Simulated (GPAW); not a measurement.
Input of a GPAW 26.7.0 run:

The input run.py:

```python
from ase.dft.bandgap import bandgap
from ase.io import read, write
from ase.units import Bohr, GPa
from gpaw import GPAW, PW
from gpaw.elf import elf_from_dft_calculation

atoms = read('ZnS.xyz')

calc = GPAW(mode=PW(600),
            xc='PBE',
            kpts={'size': (8, 8, 5), 'gamma': True},
            occupations={'name': 'methfessel-paxton', 'order': 0, 'width': 0.017},
            nbands=31,
            convergence={'density': 1e-05, 'energy': 1e-05},
            maxiter=150,
            txt='gpaw.txt')
atoms.calc = calc
energy = atoms.get_potential_energy()
forces = atoms.get_forces()
stress = atoms.get_stress()
calc.write('gs.gpw')
write('result.traj', atoms)
print(f'Energy: {energy:.6f} eV')
print('Forces (eV/A):')
print(forces.round(4))
print('Stress (GPa):', (stress / GPa).round(3))
print('Fermi level:', round(calc.get_fermi_level(), 4), 'eV')
print(f'Gap: {bandgap(calc)[0]:.4f} eV, direct: {bandgap(calc, direct=True)[0]:.4f} eV')

# fields on the real-space grid
write('density.cube', atoms, data=calc.get_pseudo_density() * Bohr**3)
write('potential.cube', atoms, data=calc.get_electrostatic_potential())
write('elf.cube', atoms, data=elf_from_dft_calculation(calc).data)
```

The input ZnS.xyz:

```xyz
4
Lattice="3.8110000000 0.0000000000 0.0000000000 -1.9055000000 3.3004228138 0.0000000000 0.0000000000 0.0000000000 6.2340000000" Properties=species:S:1:pos:R:3 pbc="T T T"
Zn     1.9055000002      1.1001409378      3.1170000000
Zn    -0.0000000002      2.2002818760      0.0000000000
S      1.9055000002      1.1001409378      5.5170900000
S     -0.0000000002      2.2002818760      2.4000900000
```

Potentials or basis: GPAW PAW data sets (gpaw-data 1.2.1), pw.

Launch:

```sh
$ OMP_NUM_THREADS=1 python run.py
```

(1) Predict the pressure.

(2) What does it give for the largest force?

(3) What does it give for the band gap on the k mesh?

Results:

(1) 2.4 GPa.

(2) 0.328 eV/Å.

(3) 2.24 eV, direct.

**Experimental background.**

A printed reference work, monograph reports, for a bulk crystal of ZnS at 4 K: band gap 3.911 eV (direct).

Against the measured gap of ZnS, 3.911 eV (direct; 4 K; a printed reference work, monograph), the calculated 2.24 eV is off by -1.67 eV. The value is that of PBE, without temperature or zero-point motion. Semilocal functionals fall short of measured gaps as a rule.
